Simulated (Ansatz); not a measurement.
## 2H-WOS monolayer in a perpendicular field

Wanted: the out-of-plane response of the 2H-WOS monolayer. A positive field points along +c.

Method: plane-wave DFT, PBE-D3(BJ), Ansatz PAW (set soft_1); PAW set soft_1, in Ansatz 0.2.0.

## (1) The system as given

The cell holds 3 atoms: 1 S, 1 W and 1 O. Its edges and angles: a = 3.053 Å, b = 3.053 Å, c = 37.022 Å, α = 90.0°, β = 90.0°, γ = 120.0°. Vacuum lies along c.

## (2) Relaxing the slab

The starting cell is a guess, so the in-plane lattice and the atoms are relaxed first, with the slab cut off from its images along the normal.

The input, input.yaml:

```yaml
crystal:
  lattice:
    - [3.052956, 0.0, 0.0]
    - [-1.526478, 2.6439374526, 0.0]
    - [0.0, 0.0, 37.022203859]
  atoms:
    - { symbol: S, position: [0.3333333333, 0.6666666667, 0.4591839012] }
    - { symbol: W, position: [0.0, 0.0, 0.5081319242] }
    - { symbol: O, position: [0.3333333333, 0.6666666667, 0.5408160988] }
  periodic: [true, true, false]
kpoints:
  mp_grid: { grid: [12, 12, 1] }
hamiltonian:
  xc: pbe
  dispersion: d3bj
  pseudopotentials: { kind: paw, azcp: { folder: soft_1 } }
scf:
  occupations: { method: fermi_dirac, width: 0.05 }
  convergence: { dr2_threshold: 1.0e-09 }
relax:
  f_tol: 0.004
  max_steps: 90
  cell: {}
output:
  write_potential: true
  write_density: true
  volumetric_format: npy
```

The run is started by

```
$ ansatz run input.yaml --threads 2 --pin off --max-ram 3072MiB --backend cpu --events-out ev --progress --plain --runs-dir out
```

Log:

```text
Warning: relax.cell: scf.convergence.dr2_threshold = 1e-9 eV is looser than the 1.76909956185e-10 eV advised for a relaxation that steers and ends on the stress (1e-10 eV for each atom of the cell: 3, times the square of relax.cell.stress_2d_tol = 0.05 N/m over 13.0 Å (the atoms' height at the walk's start and 5 Å past either face), 3.840e-2 GPa, over a crystal's default 0.05). What an SCF threshold leaves in a stress goes as its square root, and in the free energy as the threshold itself, and one threshold admits the most on a small cell: [figures from the program's tests cut] Set scf.convergence.dr2_threshold to 1.76909956185e-10 eV or tighter. [rest of the remark cut]
Engine: ansatz 0.2.0, x86_64-unknown-linux-gnu
Pseudopotentials: kind: paw
Pseudopotential: S, paw, valence charge 6, recommended cutoff 420 eV (normal), soft_1/S.paw.azcp
Pseudopotential: W, paw, valence charge 14, recommended cutoff 420 eV (normal), soft_1/W.paw.azcp
Pseudopotential: O, paw, valence charge 6, recommended cutoff 420 eV (normal), soft_1/O.paw.azcp
Functional definition: PBE
  parameter kappa = 0.804
  parameter beta = 0.066725
  exchange = pbe_x(kappa = kappa, mu = beta*pi^2/3)
  correlation = pbe_c(beta = beta)
Crystal: 3 atoms, lattice volume = 298.837 Å³
Basis set: ecut = 420 eV, 5811 PW (Γ), exchange–correlation on 48×48×500 points (8 copies of the dense FFT grid, shifted against one another)
Bands: 17, of which v1, the nominal top of the filled ones, is band 13 counted from 1 (12 counted from 0)
Symmetry: 6 space group operations
Space group: P3m1 (ITA 156), of the structure as read, at distance tolerance 6.7e-5 Å
k-points: 19 of 144 (time reversal used)
Non-local potential: S, projectors of the file, l = 0: 2, l = 1: 2, l = 2: 1
Non-local potential: W, projectors of the file, l = 0: 3, l = 1: 2, l = 2: 2, l = 3: 1
Non-local potential: O, projectors of the file, l = 0: 2, l = 1: 2, l = 2: 1
PAW form: soft (Blöchl's): semilocal exchange-correlation on the pseudo side does not see the compensation charge
PAW one-centre angular grid: S, 110 points (default); XC on 64 Gauss nodes
PAW one-centre angular grid: W, 590 points (default); XC on 64 Gauss nodes
PAW one-centre angular grid: O, 110 points (default); XC on 64 Gauss nodes
Initial density: superposition of atomic densities (neutral atoms: chi_scale 0, normalization atom)
Initial wavefunctions: pseudopotential atomic-orbital guess
Functional: x = pbe(κ = 0.804, μ = 0.219515), c = pbe(β = 0.066725)
SCF iter   1: F=—  HF=-11858.703833 eV  |F-HF|=—  |Δ(HF+E_count)|=         —  Δρ=4.54e-2  dr2=7.82e0  ethr=3.10e-3  ⟨swp⟩=16.8  Hψ=3355  notcnv=0
preconditioner: auto → Resta (q_TF=auto, 1.816 Å⁻¹)  ε∞=1.8  [insulator: Δε(μ)=2.039 eV  Ē_g=10.378 eV  σ=0.050 eV  W_gap=1.00  n_scr=20 (ndim 8)  ℏωp=9.1 eV  f_vac=0.815  D(μ)=0.00/eV (n_scr^D=0)  ε∞_Penn≈1.8  vacuum switching on, ρ_ref=7.8e-3 e/Å³]
SCF iter   2: F=—  HF=-11858.712602 eV  |F-HF|=—  |Δ(HF+E_count)|=   8.77e-3  Δρ=5.67e-2  dr2=1.63e1  ethr=3.10e-3  ⟨swp⟩=6.1  Hψ=1347  notcnv=0
preconditioner: auto → LDOS  [insulator: Δε(μ)=0.153 eV  Ē_g=8.715 eV  σ=0.050 eV  W_gap=0.51  n_scr=20 (ndim 8)  ℏωp=9.1 eV  f_vac=0.818  D(μ)=0.35/eV (n_scr^D=4)  ε∞_Penn≈2.1  β→1.0]
SCF iter   3: F=—  HF=-11857.102331 eV  |F-HF|=—  |Δ(HF+E_count)|=    1.61e0  Δρ=8.82e-3  dr2=7.14e-1  ethr=3.10e-3  ⟨swp⟩=5.3  Hψ=1064  notcnv=0
SCF iter   4: F=—  HF=-11857.208684 eV  |F-HF|=—  |Δ(HF+E_count)|=   1.06e-1  Δρ=1.02e-2  dr2=1.88e0  ethr=2.75e-3  ⟨swp⟩=4.4  Hψ=804  notcnv=0  recentre
SCF iter   5: F=—  HF=-11857.035386 eV  |F-HF|=—  |Δ(HF+E_count)|=   1.73e-1  Δρ=4.05e-3  dr2=9.79e-2  ethr=2.75e-3  ⟨swp⟩=3.8  Hψ=638  notcnv=0
SCF iter   6: F=—  HF=-11857.033153 eV  |F-HF|=—  |Δ(HF+E_count)|=   2.23e-3  Δρ=1.78e-3  dr2=1.55e-2  ethr=3.77e-4  ⟨swp⟩=3.3  Hψ=686  notcnv=0
SCF iter   7: F=—  HF=-11857.031262 eV  |F-HF|=—  |Δ(HF+E_count)|=   1.89e-3  Δρ=2.76e-4  dr2=4.91e-4  ethr=5.96e-5  ⟨swp⟩=3.4  Hψ=645  notcnv=0
SCF iter   8: F=—  HF=-11857.031378 eV  |F-HF|=—  |Δ(HF+E_count)|=   1.16e-4  Δρ=2.84e-4  dr2=8.89e-4  ethr=1.89e-6  ⟨swp⟩=3.7  Hψ=813  notcnv=0
SCF iter   9: F=—  HF=-11857.031226 eV  |F-HF|=—  |Δ(HF+E_count)|=   1.52e-4  Δρ=3.24e-5  dr2=1.25e-5  ethr=1.89e-6  ⟨swp⟩=3.1  Hψ=598  notcnv=0
SCF iter  10: F=—  HF=-11857.031236 eV  |F-HF|=—  |Δ(HF+E_count)|=   1.02e-5  Δρ=9.14e-6  dr2=8.74e-7  ethr=4.80e-8  ⟨swp⟩=3.4  Hψ=742  notcnv=0
SCF iter  11: F=—  HF=-11857.031208 eV  |F-HF|=—  |Δ(HF+E_count)|=   2.79e-5  Δρ=3.74e-6  dr2=5.36e-8  ethr=3.36e-9  ⟨swp⟩=3.4  Hψ=633  notcnv=0
SCF iter  12: F=—  HF=-11857.031208 eV  |F-HF|=—  |Δ(HF+E_count)|=   1.67e-8  Δρ=1.56e-6  dr2=6.65e-8  ethr=2.06e-10  ⟨swp⟩=3.8  Hψ=773  notcnv=0
SCF iter  13: F=—  HF=-11857.031208 eV  |F-HF|=—  |Δ(HF+E_count)|=   2.20e-9  Δρ=1.03e-6  dr2=2.13e-8  ethr=2.06e-10  ⟨swp⟩=2.6  Hψ=421  notcnv=0
SCF iter  14: F=—  HF=-11857.031208 eV  |F-HF|=—  |Δ(HF+E_count)|=   1.47e-9  Δρ=4.72e-7  dr2=3.67e-9  ethr=8.21e-11  ⟨swp⟩=1.4  Hψ=376  notcnv=0
SCF iter  15: F=-11857.031208 eV  HF=-11857.031208 eV  |F-HF|=2.55e-11  |Δ(HF+E_count)|=  2.33e-10  Δρ=1.00e-7  dr2=2.41e-11  ethr=3.85e-12  ⟨swp⟩=13.2  Hψ=2544  notcnv=0
SCF 1 converged in 15 iterations: F = -11857.031208 eV  dr2 = 2.41e-11
  greatest PAW one-centre occupation: 0.999 electrons in one spin orbital (limit 2), on the W atom at site 1 (counted from 0), in its partial waves of l = 0
relax step   1: F+E_penalty+E_count = -11857.03120842 eV  Δ(F+E_penalty+E_count) = +0.000e0 eV  max|allowed force component| = 3.178e0 eV/Å  Δτ_max = 0.0000 Å  P = -8.974 N/m  Ω = 298.837 Å³  fix = [c, alpha, beta]  reactions: c +0.000 N/m  (15 SCF iters, accepted)
Crystal: 3 atoms, lattice volume = 293.842 Å³
Basis set: ecut = 420 eV, 5691 PW (Γ), exchange–correlation on 48×48×500 points (8 copies of the dense FFT grid, shifted against one another)
Initial density: handed on by an earlier stage of this run
Initial wavefunctions: those handed on with the density
iter 1 solved again at ethr=6.08e-4 eV; its pass at ethr=3.10e-3 eV (dr2=1.58e-1 eV) is discarded
SCF iter   1: F=—  HF=-11857.429009 eV  |F-HF|=—  |Δ(HF+E_count)|=         —  Δρ=8.50e-3  dr2=1.90e-1  ethr=6.08e-4  ⟨swp⟩=2.2  Hψ=3744  notcnv=0
eigensolver tolerance schedule calibrated: the retry pair's looser diagonalisation under-reported the residual by θ = 0.17 (0.24/decade); ethr = c·dr2/N_el runs at the constant in force after the calibration composes with the one it found (an armed cap, an earlier calibration), c = 1.7e-2
[...]
SCF iter   4: F=—  HF=-11857.467370 eV  |F-HF|=—  |Δ(HF+E_count)|=   4.26e-3  Δρ=4.13e-4  dr2=4.55e-4  ethr=6.40e-5  ⟨swp⟩=2.4  Hψ=571  notcnv=0
SCF iter   5: F=—  HF=-11857.467486 eV  |F-HF|=—  |Δ(HF+E_count)|=   1.16e-4  Δρ=2.15e-4  dr2=1.14e-4  ethr=1.75e-6  ⟨swp⟩=3.6  Hψ=776  notcnv=0
SCF iter   6: F=—  HF=-11857.467468 eV  |F-HF|=—  |Δ(HF+E_count)|=   1.76e-5  Δρ=6.35e-5  dr2=5.92e-6  ethr=4.38e-7  ⟨swp⟩=3.4  Hψ=662  notcnv=0
SCF iter   7: F=—  HF=-11857.467447 eV  |F-HF|=—  |Δ(HF+E_count)|=   2.12e-5  Δρ=1.63e-5  dr2=5.67e-7  ethr=2.28e-8  ⟨swp⟩=3.1  Hψ=644  notcnv=0
SCF iter   8: F=—  HF=-11857.467420 eV  |F-HF|=—  |Δ(HF+E_count)|=   2.63e-5  Δρ=3.29e-6  dr2=2.67e-8  ethr=2.18e-9  ⟨swp⟩=3.3  Hψ=697  notcnv=0
SCF iter   9: F=-11857.467420 eV  HF=-11857.467420 eV  |F-HF|=8.73e-11  |Δ(HF+E_count)|=   1.14e-8  Δρ=4.62e-7  dr2=4.74e-10  ethr=3.85e-12  ⟨swp⟩=12.8  Hψ=3377  notcnv=0
SCF 3 converged in 9 iterations: F = -11857.467420 eV  dr2 = 4.74e-10
relax step   3: F+E_penalty+E_count = -11857.46742042 eV  Δ(F+E_penalty+E_count) = -8.404e-2 eV  max|allowed force component| = 4.043e-1 eV/Å  Δτ_max = 0.0836 Å  P = -0.044 N/m  Ω = 285.020 Å³  energy of the carried Pulay correction = +2.656e-3 eV  fix = [c, alpha, beta]  reactions: c -0.000 N/m  (9 SCF iters, accepted)
[...]
relax step   4: F+E_penalty+E_count = -11857.47305481 eV  Δ(F+E_penalty+E_count) = -5.634e-3 eV  max|allowed force component| = 5.502e-2 eV/Å  Δτ_max = 0.0176 Å  P = -0.140 N/m  Ω = 286.675 Å³  energy of the carried Pulay correction = +2.331e-3 eV  fix = [c, alpha, beta]  reactions: c -0.000 N/m  (9 SCF iters, accepted)
[...]
relax step   5: F+E_penalty+E_count = -11857.47318426 eV  Δ(F+E_penalty+E_count) = -1.294e-4 eV  max|allowed force component| = 6.862e-3 eV/Å  Δτ_max = 0.0012 Å  P = +0.033 N/m  Ω = 286.400 Å³  energy of the carried Pulay correction = +2.385e-3 eV  fix = [c, alpha, beta]  reactions: c +0.000 N/m  (7 SCF iters, accepted)
[...]
relax step   6: F+E_penalty+E_count = -11857.47317475 eV  Δ(F+E_penalty+E_count) = +9.508e-6 eV  max|allowed force component| = 1.509e-4 eV/Å  Δτ_max = 0.0001 Å  P = +0.000 N/m  Ω = 286.461 Å³  energy of the carried Pulay correction = +2.373e-3 eV  fix = [c, alpha, beta]  reactions: c +0.000 N/m  (6 SCF iters, accepted)
Basis set: ecut = 420 eV, 5439 PW (Γ), exchange–correlation on 40×40×500 points (8 copies of the dense FFT grid, shifted against one another)
Initial wavefunctions: pseudopotential atomic-orbital guess (no wavefunctions were taken with the density)
iter 1 solved again at ethr=8.51e-7 eV; its pass at ethr=3.10e-3 eV (dr2=2.21e-4 eV) is discarded
SCF iter   1: F=—  HF=-11857.471348 eV  |F-HF|=—  |Δ(HF+E_count)|=         —  Δρ=6.82e-5  dr2=1.85e-6  ethr=8.51e-7  ⟨swp⟩=6.3  Hψ=5292  notcnv=0
preconditioner: auto → Resta (q_TF=auto, 1.829 Å⁻¹)  ε∞=1.8  [insulator: Δε(μ)=1.666 eV  Ē_g=10.117 eV  σ=0.050 eV  W_gap=1.00  n_scr=20 (ndim 8)  ℏωp=9.3 eV  f_vac=0.827  D(μ)=0.00/eV (n_scr^D=0)  ε∞_Penn≈1.8  vacuum switching on, ρ_ref=7.4e-3 e/Å³]
SCF iter   2: F=—  HF=-11857.471328 eV  |F-HF|=—  |Δ(HF+E_count)|=   2.03e-5  Δρ=3.31e-5  dr2=1.10e-6  ethr=7.11e-9  ⟨swp⟩=3.8  Hψ=858  notcnv=0
SCF iter   3: F=—  HF=-11857.471329 eV  |F-HF|=—  |Δ(HF+E_count)|=   8.34e-7  Δρ=2.33e-5  dr2=3.05e-6  ethr=4.22e-9  ⟨swp⟩=3.1  Hψ=569  notcnv=0  recentre
SCF iter   4: F=—  HF=-11857.471329 eV  |F-HF|=—  |Δ(HF+E_count)|=   1.58e-7  Δρ=5.66e-6  dr2=2.62e-7  ethr=4.22e-9  ⟨swp⟩=3.3  Hψ=595  notcnv=0
SCF iter   5: F=—  HF=-11857.471329 eV  |F-HF|=—  |Δ(HF+E_count)|=   1.08e-8  Δρ=2.17e-6  dr2=8.02e-9  ethr=1.01e-9  ⟨swp⟩=3.0  Hψ=524  notcnv=0
SCF iter   6: F=-11857.471329 eV  HF=-11857.471329 eV  |F-HF|=2.55e-10  |Δ(HF+E_count)|=   2.13e-9  Δρ=8.75e-7  dr2=6.74e-10  ethr=3.85e-12  ⟨swp⟩=15.7  Hψ=3711  notcnv=0
SCF 7 converged in 6 iterations: F = -11857.471329 eV  dr2 = 6.74e-10
relax step   7: F+E_penalty+E_count = -11857.47132880 eV  Δ(F+E_penalty+E_count) = +1.846e-3 eV  max|allowed force component| = 5.909e-4 eV/Å  Δτ_max = 0.0000 Å  P = -0.048 N/m  Ω = 286.461 Å³  fix = [c, alpha, beta]  reactions: c -0.000 N/m  stress off target by 4.76e-2 N/m on what of the cell is left free  SCF on the basis re-selected at this cell (its energy is not comparable with the rows above)  (6 SCF iters)
basis re-selected at this cell: Δ(F+E_penalty+E_count) = +1.846e-3 eV, ΔP = -0.048 N/m vs the last step (what re-selecting the basis moved, of the pressure what is left beyond the Pulay correction that the steps carried, after the strain that the cell walked since its last selection, with what the two solves' SCF thresholds leave and, on support functions, any second-order correction that the steps lacked; it is no measure of the basis error at this ecutwfc). The dense FFT grid was sized anew with the basis: this SCF ran on 20×20×250 points, the steps before it on 24×24×250, so part of this shift can come from that change (see relax.cell in the input reference). [rest of the remark cut]
WARN: The output density's exchange-correlation potential varies sharply where the density is thin. Do not read a vacuum level from v_tot or v_xc, or from such a field of the output density. On a cell that repeats whose density bears no net charge and no dipole along the vacuum's axis use v_es (v_loc + v_h of the components); under efield.dipole_correction with no amplitude use v_es + v_field, which holds any externa [...]
SCF converged after 6 iterations
Free energy (F): -11857.471329 eV
Harris-Foulkes:  -11857.471329 eV  (|F-HF|=2.55e-10)
Internal energy: -11857.471329 eV  (E = F + TS)
E sigma→0 (E₀):  -11857.471329 eV
Fermi energy:    -4.831876 eV
--- Per-component energies (eV) ---
  E_band       = -656.185111
  E_kinetic    = 695.605703
  E_local      = -64558.278289  (includes V_loc(G=0)·N_el)
  E_nonlocal   = 61.372434
  E_hartree    = 31882.221158
  E_xc         = -428.150818
  E_vxc        = -405.399110  (∫ρ·V_xc dr)
  E_paw        = -9348.159756  (= ΣΔE_a)
  E_vpaw       = -213.929162  (= ΣTr[D̂ρ^β])
  E_aug_tail   = 0.000897  (compensation charges beyond the density's cutoff)
  E_ewald      = 29838.613391
  E_disp       = -0.696050  (pairwise vdW)
  E_smearing   = -0.000000  (= −TS)
  E_closure    = 0.000000  (closes the sum)
  Σ components = -11857.471329   (vs F -11857.471329, Δ=0.00e0)
--- Forces (eV/Å), atoms counted from 1 ---
  atom   1  S      0.00000000     0.00000000    -0.00026622
  atom   2  W      0.00000000     0.00000000     0.00059048
  atom   3  O      0.00000000     0.00000000    -0.00032562
  max |Σ_I F_I| component: 1.37e-6 eV/Å
--- 2D stress c σ (N/m, compression-positive) ---
       -0.047600      -0.000000       0.000000
        0.000000      -0.047600       0.000000
        0.000000       0.000000      -0.000000
  P = ½ c Tr σ = -0.0476 N/m
--- Band table (eV; the first three rows and the last of 19) ---
  k-point 0: bands = [... 9 lower, -9.1599, -7.8015, -7.8015, -5.6526, -3.2453, -3.2453, -2.6875, -2.6875]
  k-point 1: bands = [... 9 lower, -9.1485, -8.0557, -7.9119, -5.7761, -3.3651, -3.2418, -2.8869, -2.5382]
  k-point 2: bands = [... 9 lower, -9.4687, -8.4063, -8.1148, -6.2215, -3.5607, -3.2794, -2.9696, -2.1063]
  k-point 18: bands = [... 9 lower, -10.6556, -9.8383, -8.8604, -6.5567, -3.9861, -2.4737, -1.5615, -0.7745]
  the weakly bound empty levels are not read free of the cell's end (no_gap_told)
--- Relaxed structure (6 steps of the walk, 6 accepted, 1 SCFs on fresh bases) ---
  F+E_penalty+E_count = -11857.47132880 eV   max|allowed force component| = 5.909e-4 eV/Å   (the final SCF, on the basis selected at the relaxed cell)
  cell:  # Å, volume = 286.4611 Å³
    - [2.989072, 0, 0]
    - [-1.494536, 2.588612, 0]
    - [0, 0, 37.022203859]
  atoms:
    - { symbol: S, position: [0.333333, 0.666667, 0.462702] }
    - { symbol: W, position: [0, -3.700743e-17, 0.506919] }
    - { symbol: O, position: [0.333333, 0.666667, 0.538511] }
```

The job ended after 22 s (2 threads of Intel Xeon 6975P-C (Granite Rapids), shared host; peak memory 0.58 GiB; 44 s of CPU time).

Relaxation path:

```
step  energy less that of the first step (eV)  largest force component (eV/Å)  volume (Å³)
   1                                   0.0000                          3.1780       298.84
   2                                  -0.3522                          1.8035       293.84
   3                                  -0.4362                          0.4043       285.02
   4                                  -0.4418                          0.0550       286.67
   5                                  -0.4420                          0.0069       286.40
   6                                  -0.4420                          0.0002       286.46
  7*                                  -0.4401                          0.0006       286.46
```

Relaxation steps marked * repeat the geometry before them on a plane-wave basis chosen anew for their cell, so energy and pressure can jump there.

Forces are held to the 6 operations that the program found; a distortion that breaks them can't arise in this run.

```
cell as run  before  after  change
      a (Å)   3.053  2.989  -2.1 %
      b (Å)   3.053  2.989  -2.1 %
```

The atoms that moved most (Å, along periodic axes as changes of fractional coordinates times the final cell, across vacuum about the mean position):

```
atom     dx     dy      dz  length
  S1  0.000  0.000   0.130   0.130
  O3  0.000  0.000  -0.085   0.085
  W2  0.000  0.000  -0.045   0.045
```

Final coordinates:

```
S W O
1.0
     2.98907    0.00000    0.00000
    -1.49454    2.58861    0.00000
     0.00000    0.00000   37.02220
S W O
1 1 1
Cartesian
  0.0000 1.7257 17.1302
  0.0000 0.0000 18.7673
  0.0000 1.7257 19.9369
```

The lattice constant a goes from 3.053 to 2.989 Å.

(Part 1 of 2 ends here.)

[Long decimals in the printed logs are rounded to 6 places.]

[Logs are printed without paths, hosts, clocks, repeated set-up lines and the standing remarks that a program may print on its own settings, such as how far it seeks lower states.]

[Hosts, paths, dates, database ids (printed as entryN), source tags and the programs' standing remarks are cut or masked in the printed files.]

[Maps of the electrostatic potential energy from Ansatz leave out the sawtooth potential of an applied field or a dipole correction, so their vacuum need not be flat; planar profiles and work functions include it.]
